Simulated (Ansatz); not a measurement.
Stress against strain in MgI₂

```yaml
crystal:
  lattice:
    - [4.15370, 0.00000, 0.00000]
    - [-2.07685, 3.59721, 0.00000]
    - [0.00000, 0.00000, 6.86200]
  atoms:
    - { symbol: Mg, position: [0.00000, 0.00000, 0.00000] }
    - { symbol: I, position: [0.33333, 0.66667, 0.75763] }
    - { symbol: I, position: [0.66667, 0.33333, 0.24237] }
```

Atoms are numbered in the order listed.

The cell is a measured one (Crystallography Open Database entry 2013551); the temperature and pressure of the measurement aren't taken into account, and nothing was relaxed.

Spin–orbit coupling is left out, though it moves levels of the heavy atoms by tenths of an eV or more.

The calculation used Ansatz 0.2.0, DFT, PBEsol, all-electron LAPW, scalar-relativistic.

The runs use a Γ-centred 7×7×4 k mesh, Fermi–Dirac smearing of 0.03 eV, basis error target 1 meV/atom, no spin polarisation.

The strain is applied along the Cartesian axes of the cell as listed (γ is the engineering shear, twice εxy = εyz = εzx). Fractional coordinates are held (clamped ions).

σ is the change of stress from the unstrained cell, which is at -0.19 GPa; tension is positive, so slopes are stress–strain coefficients at that pressure.

Only quantities that a quadratic follows smoothly over the whole series are listed; rougher ones are left out.

| γ | σxy (GPa) | σyz (GPa) |
| --- | --- | --- |
| -0.0200 | -0.38 | -0.34 |
| -0.0100 | -0.18 | -0.17 |
| 0.0000 | 0.00 | 0.00 |
| 0.0200 | 0.34 | 0.32 |

(1) Fit the series and read off the stiffness at zero strain.

(2) One run, at γ = 0.0100, is withheld. Predict its row.

## Answers

(1) Least-squares fits y = p0 + p1 x + p2 x² to the rows give σxy (GPa): p1 = 18, p2 = -55; σyz (GPa): p1 = 16.5, p2 = -23.

(2) The fits give 0.18, 0.16; the run gave 0.18, 0.16.
